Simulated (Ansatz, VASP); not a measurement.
**P in VASP and in Ansatz**

Contents of INCAR:

```
ALGO = Fast
DIPOL = 0.5 0.5 0.276
EDIFF = 1E-7
ENCUT = 520
GGA = PE
IDIPOL = 3
ISIF = 2
ISMEAR = 0
IVDW = 12
LASPH = T
LCHARG = F
LDIPOL = T
LREAL = F
LWAVE = F
NBANDS = 12
NELM = 60
PREC = Accurate
SIGMA = 0.05
```

KPOINTS

```
k-points
0
Gamma
  9 9 1
```

Contents of POSCAR:

```
P
1.0
    3.2540552129      0.0000000000      0.0000000000
   -1.6270276064      2.8180944797      0.0000000000
    0.0000000000      0.0000000000     16.7452459544
P
2
Direct
    0.3333333333      0.6666666667      0.3132379165
    0.6666666667      0.3333333333      0.2388737682
```

Input for Ansatz:

```yaml
crystal:
  lattice:
    - [3.2540552129, 0.0, 0.0]
    - [-1.6270276064, 2.8180944797, 0.0]
    - [0.0, 0.0, 16.7452459544]
  atoms:
    - { symbol: P, position: [0.3333333333, 0.6666666667, 0.3132379165] }
    - { symbol: P, position: [0.6666666667, 0.3333333333, 0.2388737682] }
basis:
  ecutwfc: 420
kpoints:
  mp_grid: { grid: [9, 9, 1] }
hamiltonian:
  xc: pbe
  dispersion: d3bj
scf:
  occupations: { method: gaussian, width: 0.05 }
output:
  forces: true
  eigenvalues: true
efield:
  axis: 3
  dipole_correction: true
  ramp_width: 0.04
```

Alike in both runs: task single point; functional PBE; dispersion D3(BJ); k mesh 9 × 9 × 1; occupations gaussian, width 0.05 eV; no spin polarisation.

|  | VASP | Ansatz |
| --- | --- | --- |
| version | VASP 6.6.1 | Ansatz 0.2.0 |
| potentials or method | VASP PAW PBE potentials, release 64 (P) | scalar-relativistic, plane waves, PAW |
| plane-wave cutoff (eV) | 520 | 420 |
| valence electrons in the cell | 10 | 10 |

```tsv
	VASP	Ansatz	Ansatz less VASP
gap on the k mesh at the Fermi level (eV)	2.00	1.99	-0.004
least direct gap on the mesh (eV)	2.27	2.23	-0.045
rms of the force components (eV/Å)	0.053	0.000	-0.0524
```

Atom by atom the forces differ by 0.052 eV/Å (rms over components).
